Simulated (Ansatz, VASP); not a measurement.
# Two plane-wave programs on Nb

INCAR

```
SYSTEM = Nb
PREC = Accurate
ENCUT = 520
EDIFF = 1E-7
ISMEAR = 0
SIGMA = 0.15
LREAL = .FALSE.
LASPH = .TRUE.
NELM = 100
ALGO = Fast
ISIF = 2
LWAVE = .FALSE.
LCHARG = .FALSE.
GGA = PE
NBANDS = 12
```

The input KPOINTS:

```
regular mesh
0
G
  22 22 22
  0 0 0
```

Contents of POSCAR:

```
Nb
1.0
    0.0000000000      1.9902912011      2.3883494413
    1.9902912011      0.0000000000      2.3883494413
    1.9902912011      1.9902912011      0.0000000000
Nb
1
Direct
    0.0000000000      0.0000000000      0.0000000000
```

Input for Ansatz:

```yaml
crystal:
  lattice:
    - [0.0, 1.9902912011, 2.3883494413]
    - [1.9902912011, 0.0, 2.3883494413]
    - [1.9902912011, 1.9902912011, 0.0]
  atoms:
    - { symbol: Nb, position: [0.0, 0.0, 0.0] }
basis:
  ecutwfc: 420
kpoints:
  mp_grid: { grid: [22, 22, 22] }
hamiltonian:
  xc: pbe
scf:
  occupations: { method: gaussian, width: 0.15 }
output:
  forces: true
  stress: true
  eigenvalues: true
```

Alike in both runs: task single point; functional PBE; k mesh 22 × 22 × 22; occupations gaussian, width 0.15 eV; no spin polarisation.

```csv
,VASP,Ansatz
version,VASP 6.6.1,Ansatz 0.2.0
potentials or method,"VASP PAW PBE potentials, release 64 (Nb_sv)","scalar-relativistic, plane waves, PAW"
plane-wave cutoff (eV),520,420
valence electrons in the cell,13,13
```

VASP gave:

- gap on the k mesh at the Fermi level (eV): none
- pressure (GPa): -4.1
- largest component of the traceless stress (GPa): 5.68

**Question.** Which values does Ansatz return?

**Answer.** gap on the k mesh at the Fermi level (eV): none; pressure (GPa): -3.8; largest component of the traceless stress (GPa): 5.73.

A gap of «none» marks a metal or a gap that the smearing closes. With one functional, cell and mesh, what is left measures potentials, basis and numerics.
